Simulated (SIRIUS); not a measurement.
# TePb (Fm-3m) in SIRIUS: convergence with k mesh, part 2 of 3

SIRIUS 7.12.0.

## (5) With k mesh 4 × 4 × 4

Contents of sirius.json:

```json
{
  "control": {
    "processing_unit": "cpu",
    "std_evp_solver_name": "lapack",
    "gen_evp_solver_name": "lapack",
    "verbosity": 2,
    "print_forces": true,
    "ortho_rf": true,
    "use_second_variation": true,
    "rmt_max": 3.0,
    "num_bands_to_print": 24,
    "save_wf": true
  },
  "parameters": {
    "electronic_structure_method": "full_potential_lapwlo",
    "xc_functionals": ["XC_GGA_X_PBE", "XC_GGA_C_PBE"],
    "core_relativity": "dirac",
    "valence_relativity": "iora",
    "num_fv_states": 37,
    "smearing": "fermi_dirac",
    "smearing_width": 0.0018374661,
    "pw_cutoff": 20,
    "gk_cutoff": 3.4,
    "lmax_apw": 11,
    "lmax_rho": 8,
    "lmax_pot": 8,
    "num_mag_dims": 0,
    "auto_rmt": 0,
    "ngridk": [4, 4, 4],
    "shiftk": [0, 0, 0],
    "num_dft_iter": 80,
    "energy_tol": 1e-07,
    "density_tol": 1e-05,
    "use_symmetry": true
  },
  "settings": {"tol_ne": 1e-10},
  "iterative_solver": {"type": "exact"},
  "mixer": {"type": "anderson", "beta": 0.5, "max_history": 8},
  "unit_cell": {
    "lattice_vectors": [[0.0, 6.1057051087, 6.1057051087], [6.1057051087, 0.0, 6.1057051087], [6.1057051087, 6.1057051087, 0.0]],
    "atom_types": ["Pb", "Te"],
    "atom_files": {"Pb": "Pb.json", "Te": "Te.json"},
    "atoms": {"Pb": [[0.0, 0.0, 0.0]], "Te": [[0.5, 0.5, 0.5]]}
  }
}
```

Contents of Pb.json:

```json
{
  "name": "lead",
  "symbol": "Pb",
  "number": 82,
  "mass": 207.2,
  "rmin": 1e-06,
  "rmt": 2.65,
  "nrmt": 800,
  "rinf": 17.22,
  "core": "1s2s2p3s3p3d4s4p4d",
  "valence": [
    {"basis": [{"enu": -0.02, "dme": 0, "n": 0, "auto": 0}, {"enu": -0.02, "dme": 1, "n": 0, "auto": 0}]},
    {"l": 0, "n": 1, "basis": [{"enu": -0.0273, "dme": 0, "n": 0, "auto": 0}]},
    {"l": 1, "n": 2, "basis": [{"enu": 0.08, "dme": 0, "n": 0, "auto": 0}]},
    {"l": 2, "n": 3, "basis": [{"enu": 0.08, "dme": 0, "n": 0, "auto": 0}]},
    {"l": 3, "n": 4, "basis": [{"enu": 0.08, "dme": 0, "n": 0, "auto": 0}]},
    {"l": 4, "n": 5, "basis": [{"enu": 0.08, "dme": 0, "n": 0, "auto": 0}]}
  ],
  "lo": [
    {
      "l": 0,
      "basis": [{"enu": -0.0273, "dme": 0, "n": 0, "auto": 0}, {"enu": -0.0273, "dme": 1, "n": 0, "auto": 0}]
    },
    {
      "l": 0,
      "basis": [{"enu": -5.0661, "dme": 0, "n": 5, "auto": 1}, {"enu": -5.0661, "dme": 1, "n": 5, "auto": 1}]
    },
    {
      "l": 0,
      "basis": [{"enu": -5.0661, "dme": 1, "n": 5, "auto": 1}, {"enu": -0.0273, "dme": 0, "n": 0, "auto": 0}]
    },
    {
      "l": 0,
      "basis": [{"enu": -0.0273, "dme": 0, "n": 0, "auto": 0}, {"enu": 2.251, "dme": 0, "n": 0, "auto": 0}]
    },
    {"l": 1, "basis": [{"enu": 0.08, "dme": 0, "n": 0, "auto": 0}, {"enu": 0.08, "dme": 1, "n": 0, "auto": 0}]},
    {
      "l": 1,
      "basis": [{"enu": -2.9346, "dme": 0, "n": 5, "auto": 1}, {"enu": -2.9346, "dme": 1, "n": 5, "auto": 1}]
    },
    {
      "l": 1,
      "basis": [{"enu": -2.9346, "dme": 1, "n": 5, "auto": 1}, {"enu": 0.08, "dme": 0, "n": 0, "auto": 0}]
    },
    {"l": 1, "basis": [{"enu": 0.08, "dme": 0, "n": 0, "auto": 0}, {"enu": 2.7001, "dme": 0, "n": 0, "auto": 0}]},
    {"l": 2, "basis": [{"enu": 0.08, "dme": 0, "n": 0, "auto": 0}, {"enu": 0.08, "dme": 1, "n": 0, "auto": 0}]},
    {
      "l": 2,
      "basis": [{"enu": -0.5687, "dme": 0, "n": 5, "auto": 1}, {"enu": -0.5687, "dme": 1, "n": 5, "auto": 1}]
    },
    {
      "l": 2,
      "basis": [{"enu": -0.5687, "dme": 1, "n": 5, "auto": 1}, {"enu": 0.08, "dme": 0, "n": 0, "auto": 0}]
    },
    {"l": 2, "basis": [{"enu": 0.08, "dme": 0, "n": 0, "auto": 0}, {"enu": 3.0419, "dme": 0, "n": 0, "auto": 0}]},
    {"l": 3, "basis": [{"enu": 0.08, "dme": 0, "n": 0, "auto": 0}, {"enu": 0.08, "dme": 1, "n": 0, "auto": 0}]},
    {
      "l": 3,
      "basis": [{"enu": -4.6974, "dme": 0, "n": 4, "auto": 1}, {"enu": -4.6974, "dme": 1, "n": 4, "auto": 1}]
    },
    {
      "l": 3,
      "basis": [{"enu": -4.6974, "dme": 1, "n": 4, "auto": 1}, {"enu": 0.08, "dme": 0, "n": 0, "auto": 0}]
    },
    {"l": 3, "basis": [{"enu": 0.08, "dme": 0, "n": 0, "auto": 0}, {"enu": 3.3837, "dme": 0, "n": 0, "auto": 0}]},
    {"l": 4, "basis": [{"enu": 0.08, "dme": 0, "n": 0, "auto": 0}, {"enu": 0.08, "dme": 1, "n": 0, "auto": 0}]},
    {"l": 4, "basis": [{"enu": 0.08, "dme": 0, "n": 0, "auto": 0}, {"enu": 2.8141, "dme": 0, "n": 0, "auto": 0}]}
  ],
  "free_atom": [... radial grid and density of the free atom, the start of the SCF ...]
}
```

Contents of Te.json:

```json
{
  "name": "tellurium",
  "symbol": "Te",
  "number": 52,
  "mass": 127.6,
  "rmin": 1e-06,
  "rmt": 2.54,
  "nrmt": 800,
  "rinf": 14.28,
  "core": "1s2s2p3s3p3d",
  "valence": [
    {"basis": [{"enu": -0.02, "dme": 0, "n": 0, "auto": 0}, {"enu": -0.02, "dme": 1, "n": 0, "auto": 0}]},
    {"l": 0, "n": 1, "basis": [{"enu": -0.0391, "dme": 0, "n": 0, "auto": 0}]},
    {"l": 1, "n": 2, "basis": [{"enu": 0.08, "dme": 0, "n": 0, "auto": 0}]},
    {"l": 2, "n": 3, "basis": [{"enu": 0.08, "dme": 0, "n": 0, "auto": 0}]},
    {"l": 3, "n": 4, "basis": [{"enu": 0.08, "dme": 0, "n": 0, "auto": 0}]}
  ],
  "lo": [
    {
      "l": 0,
      "basis": [{"enu": -0.0391, "dme": 0, "n": 0, "auto": 0}, {"enu": -0.0391, "dme": 1, "n": 0, "auto": 0}]
    },
    {
      "l": 0,
      "basis": [{"enu": -5.7039, "dme": 0, "n": 4, "auto": 1}, {"enu": -5.7039, "dme": 1, "n": 4, "auto": 1}]
    },
    {
      "l": 0,
      "basis": [{"enu": -5.7039, "dme": 1, "n": 4, "auto": 1}, {"enu": -0.0391, "dme": 0, "n": 0, "auto": 0}]
    },
    {
      "l": 0,
      "basis": [{"enu": -0.0391, "dme": 0, "n": 0, "auto": 0}, {"enu": 2.4409, "dme": 0, "n": 0, "auto": 0}]
    },
    {"l": 1, "basis": [{"enu": 0.08, "dme": 0, "n": 0, "auto": 0}, {"enu": 0.08, "dme": 1, "n": 0, "auto": 0}]},
    {
      "l": 1,
      "basis": [{"enu": -3.886, "dme": 0, "n": 4, "auto": 1}, {"enu": -3.886, "dme": 1, "n": 4, "auto": 1}]
    },
    {"l": 1, "basis": [{"enu": -3.886, "dme": 1, "n": 4, "auto": 1}, {"enu": 0.08, "dme": 0, "n": 0, "auto": 0}]},
    {"l": 1, "basis": [{"enu": 0.08, "dme": 0, "n": 0, "auto": 0}, {"enu": 2.932, "dme": 0, "n": 0, "auto": 0}]},
    {"l": 2, "basis": [{"enu": 0.08, "dme": 0, "n": 0, "auto": 0}, {"enu": 0.08, "dme": 1, "n": 0, "auto": 0}]},
    {
      "l": 2,
      "basis": [{"enu": -1.2302, "dme": 0, "n": 4, "auto": 1}, {"enu": -1.2302, "dme": 1, "n": 4, "auto": 1}]
    },
    {
      "l": 2,
      "basis": [{"enu": -1.2302, "dme": 1, "n": 4, "auto": 1}, {"enu": 0.08, "dme": 0, "n": 0, "auto": 0}]
    },
    {"l": 2, "basis": [{"enu": 0.08, "dme": 0, "n": 0, "auto": 0}, {"enu": 3.304, "dme": 0, "n": 0, "auto": 0}]},
    {"l": 3, "basis": [{"enu": 0.08, "dme": 0, "n": 0, "auto": 0}, {"enu": 0.08, "dme": 1, "n": 0, "auto": 0}]},
    {"l": 3, "basis": [{"enu": 0.08, "dme": 0, "n": 0, "auto": 0}, {"enu": 2.777, "dme": 0, "n": 0, "auto": 0}]}
  ],
  "free_atom": [... radial grid and density of the free atom, the start of the SCF ...]
}
```

Contents of sirius_start.json:

```json
{
  "control": {
    "processing_unit": "cpu",
    "std_evp_solver_name": "lapack",
    "gen_evp_solver_name": "lapack",
    "verbosity": 1,
    "print_forces": false,
    "ortho_rf": true,
    "use_second_variation": true,
    "rmt_max": 3.0,
    "num_bands_to_print": 24,
    "save_wf": false
  },
  "parameters": {
    "electronic_structure_method": "full_potential_lapwlo",
    "xc_functionals": ["XC_LDA_X", "XC_LDA_C_PW"],
    "core_relativity": "dirac",
    "valence_relativity": "iora",
    "num_fv_states": 37,
    "smearing": "fermi_dirac",
    "smearing_width": 0.0055123983,
    "pw_cutoff": 20,
    "gk_cutoff": 2.72,
    "lmax_apw": 11,
    "lmax_rho": 8,
    "lmax_pot": 8,
    "num_mag_dims": 0,
    "auto_rmt": 0,
    "ngridk": [2, 2, 2],
    "shiftk": [0, 0, 0],
    "num_dft_iter": 30,
    "energy_tol": 0.01,
    "density_tol": 0.05,
    "use_symmetry": true
  },
  "settings": {"tol_ne": 1e-10},
  "iterative_solver": {"type": "exact"},
  "mixer": {"type": "anderson", "beta": 0.5, "max_history": 8},
  "unit_cell": {
    "lattice_vectors": [[0.0, 6.1057051087, 6.1057051087], [6.1057051087, 0.0, 6.1057051087], [6.1057051087, 6.1057051087, 0.0]],
    "atom_types": ["Pb", "Te"],
    "atom_files": {"Pb": "Pb.json", "Te": "Te.json"},
    "atoms": {"Pb": [[0.0, 0.0, 0.0]], "Te": [[0.5, 0.5, 0.5]]}
  }
}
```

Launch:

```
$ OMP_NUM_THREADS=1 sirius.scf --input=sirius_start.json --output=start.json
$ OMP_NUM_THREADS=1 sirius.scf --input=sirius.json --output=output.json --task=1
```

It took 73 s on 1 thread of Arm Neoverse V2, shared host; peak memory 0.5 GiB.

What came out:

```yaml
Free_energy: -754439.1802 eV
Band_gap_on_the_k_mesh: 0.73 eV, direct
All_electrons_inside_the_program's_atomic_spheres: Pb 79.91; Te 49.80 (radii Pb 2.65, Te 2.54 bohr)
```

## (6) With k mesh 6 × 6 × 6

Edit sirius.json of step 5 so:

```diff
@@ -28,3 +28,3 @@
     "auto_rmt": 0,
-    "ngridk": [4, 4, 4],
+    "ngridk": [6, 6, 6],
     "shiftk": [0, 0, 0],
```

Pb.json is that of step 5.

Te.json is that of step 5.

sirius_start.json is that of step 5.

Potentials or basis: all-electron FP-LAPW, apw+lo standard.

Launch:

```
$ OMP_NUM_THREADS=1 sirius.scf --input=sirius_start.json --output=start.json
$ OMP_NUM_THREADS=1 sirius.scf --input=sirius.json --output=output.json --task=1
```

Wall time 85 s (1 thread of Arm Neoverse V2, shared host); peak memory 0.54 GiB.

Results:

- Free energy: -754439.1882 eV
- Band gap on the k mesh: 0.73 eV, direct
- All electrons inside the program's atomic spheres: Pb 79.91; Te 49.80 (radii Pb 2.65, Te 2.54 bohr)

## (7) With k mesh 7 × 7 × 7

Edit sirius.json of step 6 so:

```diff
@@ -28,3 +28,3 @@
     "auto_rmt": 0,
-    "ngridk": [6, 6, 6],
+    "ngridk": [7, 7, 7],
     "shiftk": [0, 0, 0],
```

Contents of Pb.json:

```json
{
  "name": "lead",
  "symbol": "Pb",
  "number": 82,
  "mass": 207.2,
  "rmin": 1e-06,
  "rmt": 2.65,
  "nrmt": 800,
  "rinf": 17.22,
  "core": "1s2s2p3s3p3d4s4p4d",
  "valence": [
    {"basis": [{"enu": -0.04, "dme": 0, "n": 0, "auto": 0}, {"enu": -0.04, "dme": 1, "n": 0, "auto": 0}]},
    {"l": 0, "n": 1, "basis": [{"enu": -0.0473, "dme": 0, "n": 0, "auto": 0}]},
    {"l": 1, "n": 2, "basis": [{"enu": 0.06, "dme": 0, "n": 0, "auto": 0}]},
    {"l": 2, "n": 3, "basis": [{"enu": 0.06, "dme": 0, "n": 0, "auto": 0}]},
    {"l": 3, "n": 4, "basis": [{"enu": 0.06, "dme": 0, "n": 0, "auto": 0}]},
    {"l": 4, "n": 5, "basis": [{"enu": 0.06, "dme": 0, "n": 0, "auto": 0}]}
  ],
  "lo": [
    {
      "l": 0,
      "basis": [{"enu": -0.0473, "dme": 0, "n": 0, "auto": 0}, {"enu": -0.0473, "dme": 1, "n": 0, "auto": 0}]
    },
    {
      "l": 0,
      "basis": [{"enu": -5.0861, "dme": 0, "n": 5, "auto": 1}, {"enu": -5.0861, "dme": 1, "n": 5, "auto": 1}]
    },
    {
      "l": 0,
      "basis": [{"enu": -5.0861, "dme": 1, "n": 5, "auto": 1}, {"enu": -0.0473, "dme": 0, "n": 0, "auto": 0}]
    },
    {
      "l": 0,
      "basis": [{"enu": -0.0473, "dme": 0, "n": 0, "auto": 0}, {"enu": 2.231, "dme": 0, "n": 0, "auto": 0}]
    },
    {"l": 1, "basis": [{"enu": 0.06, "dme": 0, "n": 0, "auto": 0}, {"enu": 0.06, "dme": 1, "n": 0, "auto": 0}]},
    {
      "l": 1,
      "basis": [{"enu": -2.9546, "dme": 0, "n": 5, "auto": 1}, {"enu": -2.9546, "dme": 1, "n": 5, "auto": 1}]
    },
    {
      "l": 1,
      "basis": [{"enu": -2.9546, "dme": 1, "n": 5, "auto": 1}, {"enu": 0.06, "dme": 0, "n": 0, "auto": 0}]
    },
    {"l": 1, "basis": [{"enu": 0.06, "dme": 0, "n": 0, "auto": 0}, {"enu": 2.6801, "dme": 0, "n": 0, "auto": 0}]},
    {"l": 2, "basis": [{"enu": 0.06, "dme": 0, "n": 0, "auto": 0}, {"enu": 0.06, "dme": 1, "n": 0, "auto": 0}]},
    {
      "l": 2,
      "basis": [{"enu": -0.5887, "dme": 0, "n": 5, "auto": 1}, {"enu": -0.5887, "dme": 1, "n": 5, "auto": 1}]
    },
    {
      "l": 2,
      "basis": [{"enu": -0.5887, "dme": 1, "n": 5, "auto": 1}, {"enu": 0.06, "dme": 0, "n": 0, "auto": 0}]
    },
    {"l": 2, "basis": [{"enu": 0.06, "dme": 0, "n": 0, "auto": 0}, {"enu": 3.0219, "dme": 0, "n": 0, "auto": 0}]},
    {"l": 3, "basis": [{"enu": 0.06, "dme": 0, "n": 0, "auto": 0}, {"enu": 0.06, "dme": 1, "n": 0, "auto": 0}]},
    {
      "l": 3,
      "basis": [{"enu": -4.7174, "dme": 0, "n": 4, "auto": 1}, {"enu": -4.7174, "dme": 1, "n": 4, "auto": 1}]
    },
    {
      "l": 3,
      "basis": [{"enu": -4.7174, "dme": 1, "n": 4, "auto": 1}, {"enu": 0.06, "dme": 0, "n": 0, "auto": 0}]
    },
    {"l": 3, "basis": [{"enu": 0.06, "dme": 0, "n": 0, "auto": 0}, {"enu": 3.3637, "dme": 0, "n": 0, "auto": 0}]},
    {"l": 4, "basis": [{"enu": 0.06, "dme": 0, "n": 0, "auto": 0}, {"enu": 0.06, "dme": 1, "n": 0, "auto": 0}]},
    {"l": 4, "basis": [{"enu": 0.06, "dme": 0, "n": 0, "auto": 0}, {"enu": 2.7941, "dme": 0, "n": 0, "auto": 0}]}
  ],
  "free_atom": [... radial grid and density of the free atom, the start of the SCF ...]
}
```

Contents of Te.json:

```json
{
  "name": "tellurium",
  "symbol": "Te",
  "number": 52,
  "mass": 127.6,
  "rmin": 1e-06,
  "rmt": 2.54,
  "nrmt": 800,
  "rinf": 14.28,
  "core": "1s2s2p3s3p3d",
  "valence": [
    {"basis": [{"enu": -0.04, "dme": 0, "n": 0, "auto": 0}, {"enu": -0.04, "dme": 1, "n": 0, "auto": 0}]},
    {"l": 0, "n": 1, "basis": [{"enu": -0.0591, "dme": 0, "n": 0, "auto": 0}]},
    {"l": 1, "n": 2, "basis": [{"enu": 0.06, "dme": 0, "n": 0, "auto": 0}]},
    {"l": 2, "n": 3, "basis": [{"enu": 0.06, "dme": 0, "n": 0, "auto": 0}]},
    {"l": 3, "n": 4, "basis": [{"enu": 0.06, "dme": 0, "n": 0, "auto": 0}]}
  ],
  "lo": [
    {
      "l": 0,
      "basis": [{"enu": -0.0591, "dme": 0, "n": 0, "auto": 0}, {"enu": -0.0591, "dme": 1, "n": 0, "auto": 0}]
    },
    {
      "l": 0,
      "basis": [{"enu": -5.7239, "dme": 0, "n": 4, "auto": 1}, {"enu": -5.7239, "dme": 1, "n": 4, "auto": 1}]
    },
    {
      "l": 0,
      "basis": [{"enu": -5.7239, "dme": 1, "n": 4, "auto": 1}, {"enu": -0.0591, "dme": 0, "n": 0, "auto": 0}]
    },
    {
      "l": 0,
      "basis": [{"enu": -0.0591, "dme": 0, "n": 0, "auto": 0}, {"enu": 2.4209, "dme": 0, "n": 0, "auto": 0}]
    },
    {"l": 1, "basis": [{"enu": 0.06, "dme": 0, "n": 0, "auto": 0}, {"enu": 0.06, "dme": 1, "n": 0, "auto": 0}]},
    {
      "l": 1,
      "basis": [{"enu": -3.906, "dme": 0, "n": 4, "auto": 1}, {"enu": -3.906, "dme": 1, "n": 4, "auto": 1}]
    },
    {"l": 1, "basis": [{"enu": -3.906, "dme": 1, "n": 4, "auto": 1}, {"enu": 0.06, "dme": 0, "n": 0, "auto": 0}]},
    {"l": 1, "basis": [{"enu": 0.06, "dme": 0, "n": 0, "auto": 0}, {"enu": 2.912, "dme": 0, "n": 0, "auto": 0}]},
    {"l": 2, "basis": [{"enu": 0.06, "dme": 0, "n": 0, "auto": 0}, {"enu": 0.06, "dme": 1, "n": 0, "auto": 0}]},
    {
      "l": 2,
      "basis": [{"enu": -1.2502, "dme": 0, "n": 4, "auto": 1}, {"enu": -1.2502, "dme": 1, "n": 4, "auto": 1}]
    },
    {
      "l": 2,
      "basis": [{"enu": -1.2502, "dme": 1, "n": 4, "auto": 1}, {"enu": 0.06, "dme": 0, "n": 0, "auto": 0}]
    },
    {"l": 2, "basis": [{"enu": 0.06, "dme": 0, "n": 0, "auto": 0}, {"enu": 3.284, "dme": 0, "n": 0, "auto": 0}]},
    {"l": 3, "basis": [{"enu": 0.06, "dme": 0, "n": 0, "auto": 0}, {"enu": 0.06, "dme": 1, "n": 0, "auto": 0}]},
    {"l": 3, "basis": [{"enu": 0.06, "dme": 0, "n": 0, "auto": 0}, {"enu": 2.757, "dme": 0, "n": 0, "auto": 0}]}
  ],
  "free_atom": [... radial grid and density of the free atom, the start of the SCF ...]
}
```

Edit sirius_start.json of step 6 so:

```diff
@@ -28,3 +28,3 @@
     "auto_rmt": 0,
-    "ngridk": [2, 2, 2],
+    "ngridk": [3, 3, 3],
     "shiftk": [0, 0, 0],
```

Launch:

```
$ OMP_NUM_THREADS=1 sirius.scf --input=sirius_start.json --output=start.json
$ OMP_NUM_THREADS=1 sirius.scf --input=sirius.json --output=output.json --task=1
```

It took 84 s on 1 thread of Arm Neoverse V2, shared host; peak memory 0.56 GiB.

It converged, with:

| Property | Result |
| --- | --- |
| Free energy | -754439.1890 eV |
| All electrons inside the program's atomic spheres | Pb 79.91; Te 49.80 (radii Pb 2.65, Te 2.54 bohr) |

(Continued in part 3 of 3.)
